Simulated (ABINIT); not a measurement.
Crystal: CdS (Hawleyite).

```xyz
2
Lattice="0.0000 2.9165 2.9165 2.9165 0.0000 2.9165 2.9165 2.9165 0.0000" Properties=species:S:1:pos:R:3 pbc="T T T"
Cd    0.0000    0.0000    0.0000
S     4.3748    4.3748    4.3748
```

Base run:

```yaml
Program: ABINIT 10.8.3 (patched build)
Functional: PBE
Potentials_or_basis: JTH PAW PBE v2.0
Cutoff: 599 eV
k_mesh: 6 × 6 × 6
Occupations: fermi-dirac, width 0.05 eV
Spin: no spin polarisation
```

Its results: band gap on the k mesh 1.12 eV, direct; pressure 2.9 GPa.

Problem. The run is repeated on the same cell with these changes: functional from PBE to PBEsol; k mesh from 6 × 6 × 6 to 10 × 10 × 10. What comes out?

Solution. Band gap on the k mesh 0.98 eV, direct; pressure -0.2 GPa.

Several settings changed at once, so the effect can't be laid on one alone.

Caveats: the PAW data sets were made with another functional, which shifts forces and pressure a little (some runs).

